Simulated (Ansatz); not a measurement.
# Calibrating B3LYP-D4/def2-TZVPP on N-containing molecules

The vertical ionisation energy (cation less neutral) in eV of 7 N-containing molecules: x at B3LYP-D4/def2-TZVPP, y at CCSD(T)/def2-TZVPP. Shapes, held fixed at every level: PBE0-D4/def2-TZVP. Flexible molecules stand in one conformer, not always the lowest. Programs: Ansatz 0.2.0.

| molecule | x (eV) | y (eV) |
| --- | --- | --- |
| C6H9N (2,5-dimethylpyrrole) | 7.49 | 7.57 |
| C3H12N2Si (SMILES C[Si](C)(C)NN) | 8.66 | 8.82 |
| C3H4N2 (imidazole) | 9.00 | 8.97 |
| C2H7NO (ethanolamine) | 9.34 | ? |
| C3H6F3N (n-methyl-n-(2,2,2-trifluoroethyl)amine) | 9.48 | 9.53 |
| C6H7N (3-methylenecyclobutanecarbonitrile) | 9.81 | 10.01 |
| C4H5NO2 (methyl cyanoacetate) | 10.81 | 11.08 |

Q: Fit y = c + s·x to the known rows and predict y for C2H7NO.

A: 
1. Means of the 6 rows: x = 9.2083, y = 9.330.
2. Σ(Δx)² = 6.2979, Σ(Δx·Δy) = 6.6453, so the slope is 6.6453/6.2979 = 1.0552.
3. Intercept: 9.330 − (1.0552) × 9.2083 = -0.387. The largest residual of the fit is 0.14.
4. C2H7NO: -0.387 + 1.0552 × 9.34 = 9.47 eV.

CCSD(T)/def2-TZVPP gives 9.45 eV, so the prediction is off by +0.02 eV, within the largest residual. Uncorrected, B3LYP-D4/def2-TZVPP misses it by -0.11 eV, and the other rows by 0.13 on average. The line overshoots: the miss goes from -0.11 to +0.02. Left out in turn, the other rows are missed by 0.12 eV on average, hardly better than no correction. Cations run unrestricted.

The ionisation energies follow the character of the orbital that loses the electron. 2,5-Dimethylpyrrole is lowest because its electron-rich ring π system is raised further by two methyl donors; in imidazole, the pyridine-type nitrogen stabilises the π levels. The saturated amines ionise mainly from the nitrogen lone pair, which the CF3 group stabilises inductively. The two nitriles lie highest, as they have no amine lone pair and the cyano group withdraws density from the remaining π and oxygen lone-pair levels.

B3LYP falls below CCSD(T) in every row except imidazole, most strongly for methyl cyanoacetate, possibly because it overstabilises a hole spread over several groups. The shortfall doesn't grow steadily with the ionisation energy, so the slope probably reflects the mix of ionised orbitals rather than a general scaling law. The close result for ethanolamine therefore supports no broader use of the line. Nor do these vertical values give adiabatic thresholds, which should lie clearly lower for the amines, whose nitrogen flattens on ionisation.
